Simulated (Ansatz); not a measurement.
**GaSb3: energies, forces and stress near the listed structure**

A set of self-consistent runs on GaSb3 under further strains and shifts, other functionals, to map its energy surface near the listed cell.

Method: DFT PBE, scalar-relativistic, plane waves, PAW, unless a step's input says otherwise, in Ansatz 0.2.0.

## 1. The system as given

Symmetry: Fm-3m, No. 225, cubic system. Conventional cell: a = 7.461 Å, b = 7.461 Å, c = 7.461 Å, α = 90.00°, β = 90.00°, γ = 90.00°. Ga (site symmetry m-3m) is surrounded by 8 Sb at 3.23 Å. Sb (site symmetry -43m) has 4 Ga at 3.23 Å and 4 Sb at 3.23 Å as nearest neighbours. Sb (site symmetry m-3m) is surrounded by 8 Sb at 3.23 Å.

Coordinates:

```xyz
4
Lattice="0.0000 3.7306 3.7306 3.7306 0.0000 3.7306 3.7306 3.7306 0.0000" Properties=species:S:1:pos:R:3 pbc="T T T"
Ga    0.0000    0.0000    0.0000
Sb    1.8653    1.8653    1.8653
Sb    5.5959    5.5959    5.5959
Sb    3.7306    3.7306    3.7306
```

The structure comes from the Materials Project (structure only).

## 2. A change within a subgroup

What differs from the listed cell: strain xx, yy, zz, yz, xz, xy = +0.0, -9.0, +0.0, +0.0, +0.0, +0.0 %.

The input, input.yaml:

```yaml
crystal:
  lattice:
    - [0.0, 3.3942445548, 3.7299981048]
    - [3.7299981048, 0.0, 3.7299981048]
    - [3.7299981048, 3.3942445548, 0.0]
  atoms:
    - { symbol: Ga, position: [0.0, 0.0, 0.0] }
    - { symbol: Sb, position: [0.25, 0.25, 0.25] }
    - { symbol: Sb, position: [0.75, 0.75, 0.75] }
    - { symbol: Sb, position: [0.5, 0.5, 0.5] }
basis:
  ecutwfc: 420
kpoints:
  mp_grid: { grid: [10, 10, 10] }
hamiltonian:
  xc: pbe
scf:
  occupations: { method: gaussian, width: 0.1 }
output:
  forces: true
  stress: true
  eigenvalues: true
```

## 3. Another functional, on a distorted cell: LDA

input.yaml: that of step 2 with these lines changed.

```diff
@@ -2,5 +2,5 @@
   lattice:
-    - [0.0, 3.3942445548, 3.7299981048]
-    - [3.7299981048, 0.0, 3.7299981048]
-    - [3.7299981048, 3.3942445548, 0.0]
+    - [0.0, 3.6003972345, 3.6003972345]
+    - [3.6003972345, 0.0, 3.6003972345]
+    - [3.6003972345, 3.6003972345, 0.0]
   atoms:
@@ -15,3 +15,3 @@
 hamiltonian:
-  xc: pbe
+  xc: lda
 scf:
```

What does the calculation give? Wanted: for each run, case; energy; pressure; largest force.

The runs gave:

| step | case | energy (meV/atom) | pressure (GPa) | largest force (eV/Å) | gap on the mesh (eV) |
| --- | --- | --- | --- | --- | --- |
| 2 | a change within a subgroup | +0.0 | 5.5 | 0.00 | 0.00 |
| 3 | another functional, on a distorted cell: LDA | n/a | 1.2 | 0.00 | 0.00 |

Energies are counted from step 2, with the smearing taken to zero. Other atoms or functionals have another zero of energy (n/a). A gap of 0.00 means none on the mesh at this level.

The runs treat Sb without spin-orbit coupling.
